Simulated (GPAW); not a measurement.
Ni:

```
Ni
1.0
     0.00000    1.73757    1.73757
     1.73757    0.00000    1.73757
     1.73757    1.73757    0.00000
Ni
1
Direct
  0.00000 0.00000 0.00000
```

- Program: GPAW 26.7.0
- Task: single point
- Functional: PBEsol
- Potentials or basis: PAW data sets generated in the run's folder for this functional
- Cutoff: 600 eV
- Basis: pw
- k mesh: 13 × 13 × 13
- Occupations: fermi-dirac, width 0.05 eV
- Spin: collinear spin, ferromagnetic start
- Starting moments: [1.0] μB

On this cell: pressure 0.6 GPa; net moment 0.63 μB per cell; site moments Ni +0.66 μB; band gap on the k mesh none (metal or under the smearing width).

The same run follows on a disturbed copy (cell strained at random at fixed volume):

```
CELL_PARAMETERS angstrom
0.01655 1.75725 1.76824
1.71912 0.01633 1.76846
1.71447 1.75283 0.02098
ATOMIC_POSITIONS crystal
Ni 0.00651 0.01144 0.96710
```

Problem. What does the disturbed cell give?

Solution. The energy (extrapolated to zero smearing) moves by +3.5 meV/atom; pressure 0.7 GPa; net moment 0.63 μB per cell; site moments Ni +0.66 μB; band gap on the k mesh none (metal or under the smearing width).

Stress tensor (GPa, compression positive):
```
 2.80 -1.14 -1.95
-1.14  0.20 -1.63
-1.95 -1.63 -0.78
```

Caveats: the stock nickel data set gives pressures a few GPa off other programs.
